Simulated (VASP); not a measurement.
# GaP (F-43m) in VASP: notebook

Runs on GaP. Level: PBE. Tasks: relaxation of cell and atoms.

Program: VASP 6.6.1. These are calculated values, not measurements. Logs are shortened: lines on timing, memory, paths and dates and some standing lists are left out, and cuts for length are marked.

### 1 The structure

Symmetry: F-43m, No. 216, cubic system. The conventional cell has a = 5.451 Å, b = 5.451 Å, c = 5.451 Å, α = 90.00°, β = 90.00°, γ = 90.00°. Ga (site symmetry -43m) is surrounded by 4 P at 2.36 Å. P (site symmetry -43m) is surrounded by 4 Ga at 2.36 Å.

### 2 Relaxation of cell and atoms, PBE

Input file INCAR:

```
PREC = Accurate
ENCUT = 520
EDIFF = 1E-7
ISMEAR = 0
SIGMA = 0.02
LREAL = F
LASPH = T
NELM = 60
ALGO = Fast
ISIF = 3
LWAVE = F
LCHARG = F
GGA = PE
IBRION = 2
NSW = 80
EDIFFG = -0.002
```

Input file KPOINTS:

```
regular mesh
0
Gamma
  10 10 10
```

Input file POSCAR:

```
GaP
1.0
    0.0000000000      2.7252500000      2.7252500000
    2.7252500000      0.0000000000      2.7252500000
    2.7252500000      2.7252500000      0.0000000000
Ga P
1 1
Direct
    0.0000000000      0.0000000000      0.0000000000
    0.2500000000      0.2500000000      0.2500000000
```

Potentials or basis: VASP PAW PBE potentials, release 64 (Ga, P).

Run with:

```
cat potpaw_PBE.64/Ga/POTCAR potpaw_PBE.64/P/POTCAR > POTCAR
mpirun -np 1 vasp_std > vasp.out
```

OUTCAR:

```text
PREC = Accurate
   ENCUT = 520
   EDIFF = 1E-7
   ISMEAR = 0
   LREAL = F
   LASPH = T
   NELM = 60
   ISIF = 3
   GGA = PE
   IBRION = 2
   NSW = 80
   EDIFFG = -0.002

 ion  position               nearest neighbor table
   1  0.000  0.000  0.000-   2 2.36   2 2.36   2 2.36   2 2.36
   2  0.250  0.250  0.250-   1 2.36   1 2.36   1 2.36   1 2.36

  LATTYP: Found a face centered cubic cell.
 ALAT       =     5.4505000000

  Lattice vectors:

 A1 = (   0.0000000000,   2.7252500000,   2.7252500000)
 A2 = (   2.7252500000,   0.0000000000,   2.7252500000)
 A3 = (   2.7252500000,   2.7252500000,   0.0000000000)

Analysis of symmetry for initial positions (statically):
=====================================================================
 Subroutine PRICEL returns:
 Original cell was already a primitive cell.

 Routine SETGRP: Setting up the symmetry group for a
 face centered cubic supercell.

 Subroutine GETGRP returns: Found 24 space group operations
 (whereof 24 operations were pure point group operations)
 out of a pool of 48 trial point group operations.

The static configuration has the point symmetry T_d .

Analysis of symmetry for dynamics (positions and initial velocities):
=====================================================================
 Subroutine PRICEL returns:
 Original cell was already a primitive cell.

 Routine SETGRP: Setting up the symmetry group for a
 face centered cubic supercell.

 Subroutine GETGRP returns: Found 24 space group operations
 (whereof 24 operations were pure point group operations)
 out of a pool of 48 trial point group operations.

The dynamic configuration has the point symmetry T_d .

 Subroutine INISYM returns: Found 24 space group operations
 (whereof 24 operations are pure point group operations),
 and found     1 'primitive' translations

----------------------------------------------------------------------------------------

                                     Primitive cell

  volume of cell :      40.4808

  direct lattice vectors                    reciprocal lattice vectors
     0.000000000  2.725250000  2.725250000    -0.183469406  0.183469406  0.183469406
     2.725250000  0.000000000  2.725250000     0.183469406 -0.183469406  0.183469406
     2.725250000  2.725250000  0.000000000     0.183469406  0.183469406 -0.183469406

  length of vectors
     3.854085511  3.854085511  3.854085511     0.317778334  0.317778334  0.317778334

  position of ions in fractional coordinates (direct lattice)
     0.000000000  0.000000000  0.000000000
     0.250000000  0.250000000  0.250000000

  ion indices of the primitive-cell ions
   primitive index   ion index
                 1           1
                 2           2

----------------------------------------------------------------------------------------

 KPOINTS: regular mesh

Automatic generation of k-mesh.
 Grid dimensions read from file:
 generate k-points for:   10   10   10

 Generating k-lattice:

  Cartesian coordinates                     Fractional coordinates (reciprocal lattice)
    -0.018346941  0.018346941  0.018346941     0.100000000  0.000000000  0.000000000
     0.018346941 -0.018346941  0.018346941     0.000000000  0.100000000  0.000000000
     0.018346941  0.018346941 -0.018346941     0.000000000  0.000000000  0.100000000

  Length of vectors
     0.031777833  0.031777833  0.031777833

  Shift w.r.t. Gamma in fractional coordinates (k-lattice)
     0.000000000  0.000000000  0.000000000

 Subroutine IBZKPT returns following result:
 ===========================================

 Found     47 irreducible k-points:

 Following reciprocal coordinates:
            Coordinates               Weight
  0.000000  0.000000  0.000000      1.000000
  0.100000  0.000000  0.000000      8.000000
  0.200000  0.000000  0.000000      8.000000
  0.300000  0.000000  0.000000      8.000000
  0.400000  0.000000  0.000000      8.000000
  0.500000  0.000000  0.000000      4.000000
[... 16 lines left out ...]
  0.300000  0.300000  0.000000      6.000000
  0.400000  0.300000  0.000000     24.000000
 [... further k-points ...]
   k-points           NKPTS =     47   k-points in BZ     NKDIM =     47   number of bands    NBANDS=      8
   number of dos      NEDOS =    301   number of ions     NIONS =      2
   total plane-waves  NPLWV =  27000
   dimension x,y,z NGX =    30 NGY =   30 NGZ =   30
   dimension x,y,z NGXF=    60 NGYF=   60 NGZF=   60
   ions per type =               1   1
   NGX,Y,Z   is equivalent  to a cutoff of  12.94, 12.94, 12.94 a.u.
   NGXF,Y,Z  is equivalent  to a cutoff of  25.88, 25.88, 25.88 a.u.
 SYSTEM =  unknown system
   PREC   = accura    normal or accurate (medium, high low for compatibility)
   ISTART =      0    job   : 0-new  1-cont  2-samecut
   ICHARG =      2    charge: 1-file 2-atom 10-const
   ISPIN  =      1    spin polarized calculation?
   LNONCOLLINEAR =      F non collinear calculations
   LSORBIT =      F    spin-orbit coupling
   LASPH  =      T    aspherical Exc in radial PAW
   ENCUT  =  520.0 eV  38.22 Ry    6.18 a.u.   7.17  7.17  7.17*2*pi/ulx,y,z
   NELM   =     60;   NELMIN=  2; NELMDL= -5     # of ELM steps
   EDIFF  = 0.1E-06   stopping-criterion for ELM
   LREAL  =      F    real-space projection
   EDIFFG = -.2E-02   stopping-criterion for IOM
   NSW    =     80    number of steps for IOM
   IBRION =      2    ionic relax: 0-MD 1-quasi-New 2-CG
   NFREE  =      1    steps in history (QN), initial steepest desc. (CG)
   ISIF   =      3    stress and relaxation
   ISYM   =      2    0-nonsym 1-usesym 2-fastsym
   POTIM  = 0.5000    time-step for ionic-motion
   TEBEG  =    0.0;   TEEND  =   0.0 temperature during run
   PSTRESS=    0.0 pullay stress
   NELECT =       8.0000    total number of electrons
   NUPDOWN=      -1.0000    fix difference up-down
   EMIN   =  10.00;   EMAX   =-10.00  energy-range for DOS
   EFERMI =   0.00;   METHOD = LEGACY
   ISMEAR =     0;   SIGMA  =   0.02  broadening in eV -4-tet -1-fermi 0-gaus
   EFERMI_NEDOS =   21; number of points for ismear=-14 and -15
   IALGO  =     68    algorithm
   IMIX   =      4    mixing-type and parameters
     AMIX     =   0.40;   BMIX     =  1.00
     AMIX_MAG =   1.60;   BMIX_MAG =  1.00
  volume/ion in A,a.u.               =      20.24       136.59
  Fermi-wavevector in a.u.,A,eV,Ry     =   0.953576  1.801997 12.371866  0.909306
  Thomas-Fermi vector in A             =   2.082243
   LORBIT       =      0    0 simple, 1 ext, 2 COOP (PROOUT), +10 PAW based schemes
   GGA     = PE    functional components
   LHFCALC =     F    Hartree Fock is set to
   AEXX    =    0.0000 exact exchange contribution
   IVDW    =     0    specifies the selected vdW correction
   LEPSILON=     F    determine dielectric tensor
   LRPA    =     F    only Hartree local field effects (RPA)
 conjugate gradient relaxation of ions
 non-spin polarized calculation
 RMM-DIIS sequential band-by-band and
 Gauss-broadening in eV      SIGMA  =   0.02
  energy-cutoff  :      520.00
  volume of cell :       40.48
 maximum number of plane-waves:      1106
 NGX is ok and might be reduce to    30
   NGX = 15   NGY = 15   NGZ = 15

--------------------------------------- Ionic step        1  -------------------------------------------

 number of electron       7.9999999 magnetization

 Free energy of the ion-electron system (eV)
  ---------------------------------------------------
  ext. energy  EPLUGINS =         0.00000000
  ---------------------------------------------------
  free energy    TOTEN  =        -9.08479732 eV

  energy without entropy =       -9.08479732  energy(sigma->0) =       -9.08479732

------------------------ aborting loop because EDIFF is reached ----------------------------------------

  FORCE on cell =-STRESS in cart. coord.  units (eV):
  Direction    XX          YY          ZZ          XY          YZ          ZX
  --------------------------------------------------------------------------------------
  -------------------------------------------------------------------------------------
  Total        1.0043042      1.0043042      1.0043042     -0.0000000      0.0000000     -0.0000000
  in kB       39.7490551     39.7490551     39.7490551     -0.0000000      0.0000000     -0.0000000
  external PRESSURE =      39.7490551 kB  Pullay stress =       0.0000000 kB
[... 57 lines left out ...]
  energy  without entropy=       -9.1000821472  energy(sigma->0) =       -9.10008215

--------------------------------------- Ionic step        3  -------------------------------------------

 number of electron       8.0000000 magnetization

 Free energy of the ion-electron system (eV)
  ---------------------------------------------------
  ext. energy  EPLUGINS =         0.00000000
  ---------------------------------------------------
  free energy    TOTEN  =        -9.10716012 eV

  energy without entropy =       -9.10716012  energy(sigma->0) =       -9.10716012

 E-fermi :   3.0136     XC(G=0):  -9.1968

 val. band max:        2.9325653810   @ k =   0.0000   0.0000   0.0000
 cond. band min:       4.4492535671   @ k =   0.0000   0.0000   0.0000
 fundamental gap:      1.5166881861
 Fermi energy:         3.0136498744

 k-point     1 :       0.0000    0.0000    0.0000
  band No.  band energies     occupation
      1      -9.1977      2.00000
      2       2.9326      2.00000
      3       2.9326      2.00000
      4       2.9326      2.00000
      5       4.4493      0.00000
      6       6.8740      0.00000
      7       6.8740      0.00000
      8       6.8740      0.00000
[... 243 lines left out ...]
 k-point    24 :       0.4000    0.3000    0.0000
  band No.  band energies     occupation
      1      -7.4291      2.00000
      2      -2.3312      2.00000
      3       0.5075      2.00000
      4       0.8335      2.00000
      5       5.0448      0.00000
      6       6.0763      0.00000
      7      10.3885      0.00000
      8      10.8941      0.00000

 [... further k-points ...]

------------------------ aborting loop because EDIFF is reached ----------------------------------------

  FORCE on cell =-STRESS in cart. coord.  units (eV):
  Direction    XX          YY          ZZ          XY          YZ          ZX
  --------------------------------------------------------------------------------------
  -------------------------------------------------------------------------------------
  Total        0.0012919      0.0012919      0.0012919     -0.0000000     -0.0000000     -0.0000000
  in kB        0.0488617      0.0488617      0.0488617     -0.0000000     -0.0000000     -0.0000000
  external PRESSURE =       0.0488617 kB  Pullay stress =       0.0000000 kB
[... 17 lines left out ...]
  FREE ENERGIE OF THE ION-ELECTRON SYSTEM (eV)
  ---------------------------------------------------
  free  energy   TOTEN  =        -9.1071601228 eV

  energy  without entropy=       -9.1071601228  energy(sigma->0) =       -9.10716012

 reached required accuracy - stopping structural energy minimisation
```

Wall time 31 s (1 thread of Intel Xeon Platinum 8488C (Sapphire Rapids), shared host); peak memory 0.18 GiB.

What came out:

```yaml
Free_energy: -9.1072 eV
Relaxed_volume: 21.18 Å³/atom
Relaxed_cell: a = 3.913 Å, b = 3.913 Å, c = 3.913 Å, α = 60.00°, β = 60.00°, γ = 60.00°
Space_group_after_relaxing_to_0.05_Å: F-43m (No. 216)
Energy_gained_by_relaxing: 11.2 meV/atom
Ionic_steps: 3
Pressure_after_relaxing: 0.0 GPa
Band_gap_on_the_k_mesh: 1.52 eV, direct
```

The path:
```
step  energy change (eV)  largest force (eV/Å)  pressure (GPa)  volume (Å³)
   1              0.0000                0.0000            3.97        40.48
   2             -0.0153                0.0000           -1.95        43.49
   3             -0.0224                0.0000            0.00        42.36
```

Final structure:
```
Ga P
1.0
     0.00000    2.76685    2.76685
     2.76685    0.00000    2.76685
     2.76685    2.76685    0.00000
Ga P
1 1
Direct
  0.00000 0.00000 0.00000
  0.25000 0.25000 0.25000
```

Levels at points of the mesh, in eV from the valence-band top:
```
           k point  band 2  band 3  band 4  band 5  band 6  band 7
(0.00, 0.00, 0.00)    0.00    0.00    0.00    1.52    3.94    3.94
(0.50, 0.00, 0.00)   -6.34   -1.04   -1.04    1.58    4.76    4.76
(0.50, 0.50, 0.00)   -6.51   -2.51   -2.51    1.76    1.89   10.31
```

A k mesh can miss the band edges. Zero-point motion and thermal expansion aren't in these numbers.

### 3 Relaxation of cell and atoms, PBE

This run uses another cell than the first one, of 21.18 Å³/atom, 1.046 times its volume.

INCAR is that of step 2.

KPOINTS is that of step 2.

Input file POSCAR:

```
GaP                                     
1.0
    0.0000000000      2.7668478859      2.7668478859
    2.7668478859      0.0000000000      2.7668478859
    2.7668478859      2.7668478859      0.0000000000
  Ga              P             
     1     1
Direct
     0.0000000000000000    0.0000000000000000    0.0000000000000000
     0.2500000000000000    0.2500000000000000    0.2500000000000000
```

Potentials or basis: VASP PAW PBE potentials, release 64 (Ga, P).

Run with:

```
cat potpaw_PBE.64/Ga/POTCAR potpaw_PBE.64/P/POTCAR > POTCAR
mpirun -np 1 vasp_std > vasp.out
```

OUTCAR:

```text
PREC = Accurate
   ENCUT = 520
   EDIFF = 1E-7
   ISMEAR = 0
   LREAL = F
   LASPH = T
   NELM = 60
   ISIF = 3
   GGA = PE
   IBRION = 2
   NSW = 80
   EDIFFG = -0.002

 ion  position               nearest neighbor table
   1  0.000  0.000  0.000-   2 2.40   2 2.40   2 2.40   2 2.40
   2  0.250  0.250  0.250-   1 2.40   1 2.40   1 2.40   1 2.40

  LATTYP: Found a face centered cubic cell.
 ALAT       =     5.5336957718

  Lattice vectors:

 A1 = (   0.0000000000,   2.7668478859,   2.7668478859)
 A2 = (   2.7668478859,   0.0000000000,   2.7668478859)
 A3 = (   2.7668478859,   2.7668478859,   0.0000000000)

Analysis of symmetry for initial positions (statically):
=====================================================================
 Subroutine PRICEL returns:
 Original cell was already a primitive cell.

 Routine SETGRP: Setting up the symmetry group for a
 face centered cubic supercell.

 Subroutine GETGRP returns: Found 24 space group operations
 (whereof 24 operations were pure point group operations)
 out of a pool of 48 trial point group operations.

The static configuration has the point symmetry T_d .

Analysis of symmetry for dynamics (positions and initial velocities):
=====================================================================
 Subroutine PRICEL returns:
 Original cell was already a primitive cell.

 Routine SETGRP: Setting up the symmetry group for a
 face centered cubic supercell.

 Subroutine GETGRP returns: Found 24 space group operations
 (whereof 24 operations were pure point group operations)
 out of a pool of 48 trial point group operations.

The dynamic configuration has the point symmetry T_d .

 Subroutine INISYM returns: Found 24 space group operations
 (whereof 24 operations are pure point group operations),
 and found     1 'primitive' translations

[... 120 lines left out ...]
   LHFCALC =     F    Hartree Fock is set to
   AEXX    =    0.0000 exact exchange contribution
   IVDW    =     0    specifies the selected vdW correction
   LEPSILON=     F    determine dielectric tensor
   LRPA    =     F    only Hartree local field effects (RPA)
 conjugate gradient relaxation of ions
 non-spin polarized calculation
 RMM-DIIS sequential band-by-band and
 Gauss-broadening in eV      SIGMA  =   0.02
  energy-cutoff  :      520.00
  volume of cell :       42.36
 maximum number of plane-waves:      1159
 NGX is ok and might be reduce to    30
   NGX = 15   NGY = 15   NGZ = 15

 number of electron       8.0000000 magnetization

 Free energy of the ion-electron system (eV)
  ---------------------------------------------------
  ext. energy  EPLUGINS =         0.00000000
  ---------------------------------------------------
  free energy    TOTEN  =        -9.10736822 eV

  energy without entropy =       -9.10736822  energy(sigma->0) =       -9.10736822

 E-fermi :   3.0417     XC(G=0):  -9.1967

 val. band max:        2.9328250616   @ k =   0.0000   0.0000   0.0000
 cond. band min:       4.4494905525   @ k =   0.0000   0.0000   0.0000
 fundamental gap:      1.5166654909
 Fermi energy:         3.0416777411

 k-point     1 :       0.0000    0.0000    0.0000
  band No.  band energies     occupation
      1      -9.1975      2.00000
      2       2.9328      2.00000
      3       2.9328      2.00000
      4       2.9328      2.00000
      5       4.4495      0.00000
      6       6.8741      0.00000
      7       6.8741      0.00000
      8       6.8741      0.00000
[... 243 lines left out ...]
 k-point    24 :       0.4000    0.3000    0.0000
  band No.  band energies     occupation
      1      -7.4288      2.00000
      2      -2.3310      2.00000
      3       0.5077      2.00000
      4       0.8337      2.00000
      5       5.0449      0.00000
      6       6.0764      0.00000
      7      10.3888      0.00000
      8      10.8943      0.00000

 [... further k-points ...]

------------------------ aborting loop because EDIFF is reached ----------------------------------------

  FORCE on cell =-STRESS in cart. coord.  units (eV):
  Direction    XX          YY          ZZ          XY          YZ          ZX
  --------------------------------------------------------------------------------------
  -------------------------------------------------------------------------------------
  Total       -0.0001326     -0.0001326     -0.0001326      0.0000000      0.0000000      0.0000000
  in kB       -0.0050150     -0.0050150     -0.0050150      0.0000000      0.0000000      0.0000000
  external PRESSURE =      -0.0050150 kB  Pullay stress =       0.0000000 kB

 VOLUME and BASIS-vectors are now :
 -----------------------------------------------------------------------------
  energy-cutoff  :      520.00
  volume of cell :       42.36
      direct lattice vectors                 reciprocal lattice vectors
     0.000000000  2.766847886  2.766847886    -0.180711055  0.180711055  0.180711055
     2.766847886  0.000000000  2.766847886     0.180711055 -0.180711055  0.180711055
     2.766847886  2.766847886  0.000000000     0.180711055  0.180711055 -0.180711055

 POSITION                                       TOTAL-FORCE (eV/Angst)
 -----------------------------------------------------------------------------------
      0.00000      0.00000      0.00000         0.000000      0.000000      0.000000
      1.38342      1.38342      1.38342        -0.000000     -0.000000     -0.000000
 -----------------------------------------------------------------------------------
    total drift:                                0.000000      0.000000      0.000000

  FREE ENERGIE OF THE ION-ELECTRON SYSTEM (eV)
  ---------------------------------------------------
  free  energy   TOTEN  =        -9.1073682226 eV

  energy  without entropy=       -9.1073682226  energy(sigma->0) =       -9.10736822

 reached required accuracy - stopping structural energy minimisation
```

Wall time 13 s (1 thread of Intel Xeon Platinum 8488C (Sapphire Rapids), shared host); peak memory 0.17 GiB.

What came out:

- Free energy: -9.1074 eV
- Pressure after relaxing: 0.0 GPa
- Band gap on the k mesh: 1.52 eV, direct

Final structure:
```cif
data_structure
_symmetry_space_group_name_H-M 'P 1'
_symmetry_Int_Tables_number 1
_cell_length_a 3.9129
_cell_length_b 3.9129
_cell_length_c 3.9129
_cell_angle_alpha 60.000
_cell_angle_beta 60.000
_cell_angle_gamma 60.000
_cell_volume 42.36
loop_
_atom_site_label
_atom_site_type_symbol
_atom_site_fract_x
_atom_site_fract_y
_atom_site_fract_z
_atom_site_occupancy
Ga1 Ga 0.00000 0.00000 0.00000 1
P1 P 0.25000 0.25000 0.25000 1
```

Levels at points of the mesh, in eV from the valence-band top:
```csv
k point,band 1,band 2,band 3,band 4,band 5,band 6,band 7,band 8
"(0.00, 0.00, 0.00)",-12.13,0.00,0.00,0.00,1.52,3.94,3.94,3.94
"(0.50, 0.00, 0.00)",-10.33,-6.34,-1.04,-1.04,1.58,4.76,4.76,8.20
"(0.50, 0.50, 0.00)",-9.51,-6.51,-2.51,-2.51,1.76,1.89,10.31,10.36
```

Caveat: the relaxation stopped at its first step, so nothing moved.
